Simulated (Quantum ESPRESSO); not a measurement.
# BN (P6_3mc) in Quantum ESPRESSO: notebook, part 4 of 6

Quantum ESPRESSO 7.5.

### Step 5. Phonons, RPBE

Input file pw.in:

```
&CONTROL
  calculation = 'scf'
  prefix = 'pwscf'
  outdir = './tmp'
  pseudo_dir = './pseudo'
  tprnfor = .true.
  tstress = .true.
  disk_io = 'low'
/
&SYSTEM
  ibrav = 0
  celldm(1) = 8
  nat = 4
  ntyp = 2
  ecutwfc = 84
  nbnd = 14
  input_dft = 'rpbe'
  occupations = 'smearing'
  smearing = 'fd'
  degauss = 0.00367493
/
&ELECTRONS
  conv_thr = 8d-10
  electron_maxstep = 120
  mixing_beta = 0.5
/
ATOMIC_SPECIES
N     14.0070 N.upf
B     10.8100 B.upf
CELL_PARAMETERS alat
  0.6032807982561   0.0000000000000   0.0000000000000
 -0.3016403991399   0.5224564969044   0.0000000000000
  0.0000000000000   0.0000000000000   0.9984497898131
ATOMIC_POSITIONS crystal
N      0.3333333333    0.6666666667    0.1252760000
N      0.6666666667    0.3333333333    0.6252760000
B      0.3333333333    0.6666666667    0.4997240000
B      0.6666666667    0.3333333333    0.9997240000
K_POINTS automatic
8 8 4 0 0 1
```

Input file relax.in:

```
&CONTROL
  calculation = 'vc-relax'
  prefix = 'pwscf'
  outdir = './tmp'
  pseudo_dir = './pseudo'
  tprnfor = .true.
  tstress = .true.
  disk_io = 'low'
  nstep = 40
  forc_conv_thr = 0.0001
  etot_conv_thr = 1d-06
/
&SYSTEM
  ibrav = 0
  celldm(1) = 8
  nat = 4
  ntyp = 2
  ecutwfc = 84
  nbnd = 14
  input_dft = 'rpbe'
  occupations = 'smearing'
  smearing = 'fd'
  degauss = 0.00367493
/
&ELECTRONS
  conv_thr = 8d-10
  electron_maxstep = 120
  mixing_beta = 0.5
/
&IONS
  ion_dynamics = 'bfgs'
/
&CELL
  cell_dynamics = 'bfgs'
  press = 0
  press_conv_thr = 0.2
/
ATOMIC_SPECIES
N     14.0070 N.upf
B     10.8100 B.upf
CELL_PARAMETERS alat
  0.6032807982561   0.0000000000000   0.0000000000000
 -0.3016403991399   0.5224564969044   0.0000000000000
  0.0000000000000   0.0000000000000   0.9984497898131
ATOMIC_POSITIONS crystal
N      0.3333333333    0.6666666667    0.1252760000
N      0.6666666667    0.3333333333    0.6252760000
B      0.3333333333    0.6666666667    0.4997240000
B      0.6666666667    0.3333333333    0.9997240000
K_POINTS automatic
8 8 4 0 0 1
```

Input file scf2.in:

```
&CONTROL
  calculation = 'scf'
  prefix = 'pwscf'
  outdir = './tmp'
  pseudo_dir = './pseudo'
  tprnfor = .true.
  tstress = .true.
  disk_io = 'low'
/
&SYSTEM
  ibrav = 0
  celldm(1) = 8
  nat = 4
  ntyp = 2
  ecutwfc = 84
  nbnd = 14
  input_dft = 'rpbe'
  occupations = 'fixed'
/
&ELECTRONS
  conv_thr = 1d-13
  electron_maxstep = 120
  mixing_beta = 0.5
  startingpot = 'file'
  startingwfc = 'file'
/
ATOMIC_SPECIES
N     14.0070 N.upf
B     10.8100 B.upf
CELL_PARAMETERS alat
  0.6042665466953   0.0000000000000   0.0000000000000
 -0.3021332733476   0.5233101800952   0.0000000000000
  0.0000000000000   0.0000000000000   0.9990203247044
ATOMIC_POSITIONS crystal
N      0.3333333334    0.6666666668    0.1251655131
N      0.6666666668    0.3333333334    0.6251655131
B      0.3333333334    0.6666666668    0.4998344869
B      0.6666666668    0.3333333334    0.9998344869
K_POINTS automatic
8 8 4 0 0 1
```

Input file ph.in:

```
phonons of BN
&INPUTPH
  prefix = 'pwscf'
  outdir = './tmp'
  tr2_ph = 1d-18
  fildyn = 'dyn'
  niter_ph = 90
  alpha_mix(1) = 0.7
  epsil = .true.
/
0.0000000000 0.0000000000 0.0000000000
```

Input file dynmat.in:

```
&INPUT
  fildyn = 'dyn'
  asr = 'crystal'
  lperm = .true.
  filout = 'dynmat.disp'
  fileig = 'dynmat.eig'
/
```

Input file dynmat_lo.in:

```
&INPUT
  fildyn = 'dyn'
  asr = 'crystal'
  filout = 'dynmat_lo.disp'
  fileig = 'dynmat_lo.eig'
  q(1) = 0
  q(2) = 0
  q(3) = 1
/
```

Potentials or basis: PseudoDojo 0.4.1 SR PBE standard.

On the command line:

```
> OMP_NUM_THREADS=1 mpirun -n 4 pw.x -nk 4 -in pw.in > pw.out
> OMP_NUM_THREADS=1 mpirun -n 4 pw.x -nk 4 -in relax.in > relax.out
> OMP_NUM_THREADS=1 mpirun -n 4 pw.x -nk 4 -in scf2.in > scf2.out
> OMP_NUM_THREADS=1 mpirun -n 4 ph.x -nk 4 -in ph.in > ph.out
> OMP_NUM_THREADS=1 mpirun -n 1 dynmat.x -in dynmat.in > dynmat.out
> OMP_NUM_THREADS=1 mpirun -n 1 dynmat.x -in dynmat_lo.in > dynmat_lo.out
```

pw.out:

```text
This program is part of the open-source Quantum ESPRESSO suite
     for quantum simulation of materials; please cite
         "P. Giannozzi et al., J. Phys.:Condens. Matter 21 395502 (2009);
         "P. Giannozzi et al., J. Phys.:Condens. Matter 29 465901 (2017);
         "P. Giannozzi et al., J. Chem. Phys. 152 154105 (2020);
     in publications or presentations arising from this work. More details at

     IMPORTANT: XC functional enforced from input :
     Exchange-correlation= RPBE
                           (   1   4  44   4   0   0   0)
     Any further DFT definition will be discarded
     Please, verify this is what you really want

     Message from routine setup:
     using ibrav=0 with symmetry is DISCOURAGED, use correct ibrav instead

     K-points division:     npool     =       4
     Subspace diagonalization in iterative solution of the eigenvalue problem:
     a serial algorithm will be used

     G-vector sticks info
     --------------------
     sticks:   dense  smooth     PW     G-vecs:    dense   smooth      PW
     Sum         547     547    163                16733    16733    2779

     Using Slab Decomposition

     bravais-lattice index     =            0
     lattice parameter (alat)  =       8.0000  a.u.
     unit-cell volume          =     161.1261 (a.u.)^3
     number of atoms/cell      =            4
     number of atomic types    =            2
[... 88 lines left out ...]

     iteration #  1     ecut=    84.00 Ry     beta= 0.50
     Davidson diagonalization with overlap
     ethr =  1.00E-02,  avg # of iterations =  3.0

     total energy              =     -53.54891324 Ry
     estimated scf accuracy    <       0.43050012 Ry
[... 50 lines left out ...]
     iteration #  9     ecut=    84.00 Ry     beta= 0.50
     Davidson diagonalization with overlap
     ethr =  3.73E-10,  avg # of iterations =  2.0

     End of self-consistent calculation

          k = 0.0000 0.0000 0.1252 (  2063 PWs)   bands (ev):

    -8.9809  -5.3185   0.8842   9.1310   9.1310  10.3758  11.0623  11.0623
    19.6866  19.6866  20.0010  20.6905  22.0038  22.8749
[... 33 lines left out ...]
    -5.5941  -4.5674   2.1454   3.1650   6.2333   7.2471   8.1597   8.2785
    17.8979  18.6667  21.5022  22.6323  23.8088  26.1651

          k = 0.0000-0.9570 0.1252 (  2102 PWs)   bands (ev):

    -4.9854  -3.7886   1.5490   3.1159   4.7759   6.3234   7.1512   8.9202
    18.0599  18.8162  22.0988  22.7170  24.2219  24.5441

          k = 0.0000-0.9570 0.3756 (  2092 PWs)   bands (ev):

    -4.5819  -4.0504   1.0738   1.7600   6.7850   6.9476   7.9659   7.9950
    17.7293  18.1306  21.6094  21.6870  24.0605  26.3785

          k = 0.2072 0.3589 0.1252 (  2090 PWs)   bands (ev):
[... 46 lines left out ...]
    -3.9956  -3.6985   2.0071   2.4784   3.7189   4.8823   7.5746   8.0880
    19.4153  20.8997  21.1292  23.0090  25.0108  25.0741

     the Fermi energy is    13.2437 ev

!    total energy              =     -53.62953709 Ry
     estimated scf accuracy    <          1.2E-10 Ry
     smearing contrib. (-TS)   =       0.00000000 Ry
     internal energy E=F+TS    =     -53.62953709 Ry

     The total energy is F=E-TS. E is the sum of the following terms:
     one-electron contribution =       8.98536055 Ry
     hartree contribution      =       7.31187270 Ry
     xc contribution           =     -17.49787619 Ry
     ewald contribution        =     -52.42889415 Ry

     convergence has been achieved in   9 iterations

     Forces acting on atoms (cartesian axes, Ry/au):

     atom    1 type  1   force =    -0.00000000   -0.00000000   -0.00070189
     atom    2 type  1   force =     0.00000000    0.00000000   -0.00070189
     atom    3 type  2   force =     0.00000000    0.00000000    0.00070189
     atom    4 type  2   force =     0.00000000   -0.00000000    0.00070189

     Total force =     0.001404     Total SCF correction =     0.000003

     Computing stress (Cartesian axis) and pressure

          total   stress  (Ry/bohr**3)                   (kbar)     P=       14.01
   0.00011762   0.00000000  -0.00000000           17.30        0.00       -0.00
   0.00000000   0.00011762  -0.00000000            0.00       17.30       -0.00
   0.00000000   0.00000000   0.00005051            0.00        0.00        7.43

=------------------------------------------------------------------------------=
   JOB DONE.
=------------------------------------------------------------------------------=
```

relax.out:

```text
This program is part of the open-source Quantum ESPRESSO suite
     for quantum simulation of materials; please cite
         "P. Giannozzi et al., J. Phys.:Condens. Matter 21 395502 (2009);
         "P. Giannozzi et al., J. Phys.:Condens. Matter 29 465901 (2017);
         "P. Giannozzi et al., J. Chem. Phys. 152 154105 (2020);
[... 1471 lines left out ...]
   0.00000000   0.00000015   0.00000000            0.00        0.02        0.00
   0.00000000   0.00000000   0.00000011            0.00        0.00        0.02

=------------------------------------------------------------------------------=
   JOB DONE.
=------------------------------------------------------------------------------=
```

scf2.out:

```text
This program is part of the open-source Quantum ESPRESSO suite
     for quantum simulation of materials; please cite
         "P. Giannozzi et al., J. Phys.:Condens. Matter 21 395502 (2009);
         "P. Giannozzi et al., J. Phys.:Condens. Matter 29 465901 (2017);
         "P. Giannozzi et al., J. Chem. Phys. 152 154105 (2020);
[... 281 lines left out ...]
  -0.00000000   0.00000013   0.00000000           -0.00        0.02        0.00
   0.00000000   0.00000000   0.00000009            0.00        0.00        0.01

=------------------------------------------------------------------------------=
   JOB DONE.
=------------------------------------------------------------------------------=
```

Run time: 2.7 min. Hardware: 4 MPI ranks of Intel Xeon at 2.50GHz (Skylake/Cascade Lake), shared host; peak memory 0.28 GiB.

What came out:

```
Free energy                                             : -729.6675 eV
Relaxed volume                                          : 5.99 Å³/atom
Relaxed cell                                            : a = 2.558 Å, b = 2.558 Å, c = 4.229 Å, α = 90.00°, β = 90.00°, γ = 120.00°
Space group after relaxing (to 0.05 Å)                  : P6_3mc (No. 186)
Pressure after relaxing                                 : 0.0 GPa
Electronic dielectric tensor (diagonal)                 : 4.50, 4.50, 4.65
Born charges (mean of the diagonal)                     : N -1.88; B +1.88 e
Highest phonon frequency at Γ, LO-TO splitting left out : 1111 cm⁻¹
Static dielectric tensor (diagonal)                     : 6.64, 6.64, 7.19
```

Step by step:
```csv
step,energy change (eV),largest force (eV/Å),pressure (GPa),volume (Å³)
1,0.0000,0.0180,1.40,23.88
2,-0.0002,0.0067,-1.20,24.05
3,-0.0005,0.0007,0.01,23.97
4,-0.0005,0.0001,-0.01,23.97
5,-0.0005,0.0000,0.00,23.97
```

Final structure:
```
N B
1.0
     2.55811    0.00000    0.00000
    -1.27906    2.21539    0.00000
     0.00000    0.00000    4.22927
N B
2 2
Direct
  0.33333 0.66667 0.12517
  0.66667 0.33333 0.62517
  0.33333 0.66667 0.49983
  0.66667 0.33333 0.99983
```

Phonon frequencies in cm⁻¹ (negative: imaginary):
| q point | frequencies |
| --- | --- |
| (0.000, 0.000, 0.000) | -2 0 0 476 476 935 935 946 1002 1037 1037 1111 |

Electronic dielectric tensor:
```
4.50 0.00 0.00
0.00 4.50 0.00
0.00 0.00 4.65
```

Born effective charge tensors (e):
atom 1, N
```
-1.85  0.00  0.00
 0.00 -1.85  0.00
 0.00  0.00 -1.95
```
atom 2, N
```
-1.85  0.00  0.00
 0.00 -1.85  0.00
 0.00  0.00 -1.95
```
atom 3, B
```
1.85 0.00 0.00
0.00 1.85 0.00
0.00 0.00 1.95
```
atom 4, B
```
1.85 0.00 0.00
0.00 1.85 0.00
0.00 0.00 1.95
```

Optical modes at Γ, degenerate ones joined, polar ones without the macroscopic field:
```
cm⁻¹  components  symmetry     active in  IR intensity, summed ((D/Å)²/amu)
 476           2        E2         Raman                               0.00
 935           2        E2         Raman                               0.00
 946           1        B1        silent                               0.00
1002           1        A1  IR and Raman                              28.65
1037           2        E1  IR and Raman                              51.71
1111           1        B1        silent                               0.00
```

Zone-centre frequencies without and with the macroscopic field along z (cm⁻¹):
|  | optical modes in rising order |
| --- | --- |
| without | 476 476 935 935 946 1002 1037 1037 1111 |
| with the field | 476 476 935 935 946 1037 1037 1111 1246 |

Static dielectric tensor, electrons and zone-centre modes:
```
6.64 0.00 0.00
0.00 6.64 0.00
0.00 0.00 7.19
```

Caveat: the potentials were made for another functional, which shifts forces and pressure.

(Part 4 of 6 ends here.)
